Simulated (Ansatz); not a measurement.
## HfO2 and its competing phases

Method: Ansatz, DFT PBE, scalar-relativistic, plane waves, PAW. All cells share a 420 eV cutoff and Γ-centred k meshes spaced at most about 0.3 Å⁻¹ (2π included). No spin polarisation.

The zero of energy is the elements' standard structures at the same level (O₂ as a molecule); no fitted shifts are applied.

All energies are static (0 K, no zero-point motion). Spin–orbit coupling, which can matter for Hf, is left out.

The competitors are the elements and 1 reference phase of this chemical system (from databases or known types: HfO2), relaxed at the same level; other known phases may be missing.

The candidate was reached from: 3-, 6-connected net.

```cif
data_structure
_symmetry_space_group_name_H-M 'P 1'
_symmetry_Int_Tables_number 1
_cell_length_a 6.0337
_cell_length_b 6.0337
_cell_length_c 6.0337
_cell_angle_alpha 141.097
_cell_angle_beta 141.097
_cell_angle_gamma 56.192
_cell_volume 85.96
loop_
_atom_site_label
_atom_site_type_symbol
_atom_site_fract_x
_atom_site_fract_y
_atom_site_fract_z
_atom_site_occupancy
Hf1 Hf 0.00000 0.00000 0.00000 1
Hf2 Hf 0.75000 0.25000 0.50000 1
O1 O 0.79829 0.79829 0.00000 1
O2 O 0.95171 0.45171 0.50000 1
O3 O 0.54829 0.04829 0.50000 1
O4 O 0.20171 0.20171 0.00000 1
```

Problem. Where does it stand against these competitors?

Solution. Too close to call. Its formation energy is -3.465 eV/atom. The lowest competing phase at this composition is this:

```
phase      space group             source  share of atoms  ΔE_f (eV/atom)
 HfO2  P2_1/c (No. 14)  Materials Project          1.0000          -3.461
```

The candidate lies level with this phase within the noise. The candidate matches no cell in the subsets of the Crystallography Open Database and the Materials Project at hand. Checks: no imaginary mode at Γ (other wave vectors untested). It has the anatase type.
